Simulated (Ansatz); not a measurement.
## HfS₂: computed properties

The calculation used DFT r2SCAN, scalar-relativistic, plane waves, PAW in Ansatz 0.2.0.

Cutoff 500 eV; k points 12×12×6 on the computed 3-atom cell (Γ-centred); Gaussian smearing, width 0.02 eV; no spin polarisation.

The structure is relaxed at this level of theory with its symmetry kept.

The structure is trigonal, space group P-3m1 (No. 164). Conventional cell: a = 3.648 Å, b = 3.648 Å, c = 6.135 Å, α = 90.00°, β = 90.00°, γ = 120.00°. Hf (site symmetry -3m) has 6 S at 2.55 Å as nearest neighbours. S (site symmetry 3m) is surrounded by 3 Hf at 2.55 Å.

```json
{"Volume per atom": "23.56 Å³", "Formation energy from the elements' standard states (uncorrected)": "-1.805 eV/atom", "Generalised Kohn–Sham band gap": "1.55 eV, indirect from (-0.146, 0.073, 0.000) to L", "Löwdin character of the top 1 eV of the valence band": "S 3p 92 %", "Löwdin character of the lowest 1 eV of the conduction band": "Hf 5d 75 %, S 3p 17 %, unprojected 4 %", "Electron masses at the edge by Cartesian direction of the standard setting (m_e; degenerate bands sorted by energy; no spin-orbit coupling)": "x: 0.27; y: 1.7; z: 2.0", "Hole masses at the edge by Cartesian direction of the standard setting (m_e; degenerate bands sorted by energy; no spin-orbit coupling)": "x: 1.0; y: 11; z: 0.43", "Bader charges (e)": "Hf (1 in the cell) 2.25, S (2 in the cell) -1.13"}
```

Spin-orbit coupling is left out, which matters for the bands of heavy elements. Each cell of HfS2 holds layers, and where no dispersion correction was added their binding is poorly described.

Cost: 8 runs of about 11 core-minutes in all, on Arm Neoverse V1 (shared hosts).